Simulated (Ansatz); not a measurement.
# MgS across functionals

```
Mg S
1.0
     0.00000    2.84837    2.84837
     2.84837    0.00000    2.84837
     2.84837    2.84837    0.00000
Mg S
1 1
Cartesian
  0.0000 0.0000 0.0000
  1.4242 1.4242 1.4242
```

Atom numbers follow the list: Mg1, S2.

Conventional cell: a = 5.697 Å, b = 5.697 Å, c = 5.697 Å, α = 90.00°, β = 90.00°, γ = 90.00°. Around Mg (atom 1) lie 4 S at 2.47 Å. Around S (atom 2) lie 4 Mg at 2.47 Å.

The cell was built from the zincblende type and relaxed in the same program, and has space group F-43m; it needn't be a known or the stable phase.

One fixed cell is solved with several functionals by PAW with the default files in Ansatz 0.2.0, scalar-relativistically. A positive pressure means that the functional wants a larger cell.

The PAW files were made with PBE; their cores are remade for each functional.

Sampling and basis: a Γ-centred 13×13×13 k mesh, Fermi–Dirac smearing of 0.05 eV, cutoff 420 eV, no spin polarisation.

Cutoffs: PBE 420 eV, LDA 420 eV, PBEsol 420 eV, r²SCAN 500 eV.

```json
{"setting": "PBE", "P (GPa)": "0.02", "gap over the k mesh and a high-symmetry path (eV)": "3.38", "lowest level at Γ above −25 eV, from the valence-band top or, without a gap, the Fermi level (eV)": "-11.21"}
{"setting": "LDA", "P (GPa)": "?", "gap over the k mesh and a high-symmetry path (eV)": "?", "lowest level at Γ above −25 eV, from the valence-band top or, without a gap, the Fermi level (eV)": "-11.19"}
{"setting": "PBEsol", "P (GPa)": "-1.31", "gap over the k mesh and a high-symmetry path (eV)": "3.21", "lowest level at Γ above −25 eV, from the valence-band top or, without a gap, the Fermi level (eV)": "-11.21"}
{"setting": "r²SCAN", "P (GPa)": "-1.06", "gap over the k mesh and a high-symmetry path (eV)": "4.04", "lowest level at Γ above −25 eV, from the valence-band top or, without a gap, the Fermi level (eV)": "-11.68"}
```

Task: Fill in "P (GPa)" for the row "LDA".

Result: -3.01.

Task: Fill in "gap over the k mesh and a high-symmetry path (eV)" for the row "LDA".

Result: 3.09.
